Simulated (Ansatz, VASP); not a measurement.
One calculation of ZnS, two programs

```
Zn S
1.0
     0.00000    2.69368    2.69368
     2.69368    0.00000    2.69368
     2.69368    2.69368    0.00000
Zn S
1 1
Direct
  0.00000 0.00000 0.00000
  0.25000 0.25000 0.25000
```

The cell is a database's computed one.

Alike in both runs: task relaxation of cell and atoms; functional PBE; k mesh 10 × 10 × 10; occupations gaussian, width 0.02 eV; no spin polarisation.

|  | VASP | Ansatz |
| --- | --- | --- |
| version | VASP 6.6.1 | Ansatz 0.2.0 |
| potentials or method | VASP PAW PBE potentials, release 64 (Zn, S) | scalar-relativistic, plane waves, PAW |
| plane-wave cutoff (eV) | 600 | 420 |
| valence electrons in the cell | 18 | 18 |

|  | VASP | Ansatz | Ansatz less VASP |
| --- | --- | --- | --- |
| gap on the k mesh at the Fermi level, each at its own relaxed structure (eV) | 2.01 | 2.02 | +0.011 |
| relaxed volume (Å³/atom) | 20.22 | 20.15 | -0.070 |
| relaxed cell length with the largest relative difference (Å) | 3.853 | 3.848 | -0.0045 |
| energy change over the relaxation (meV/atom) | -5 | -4 | +0.6 |
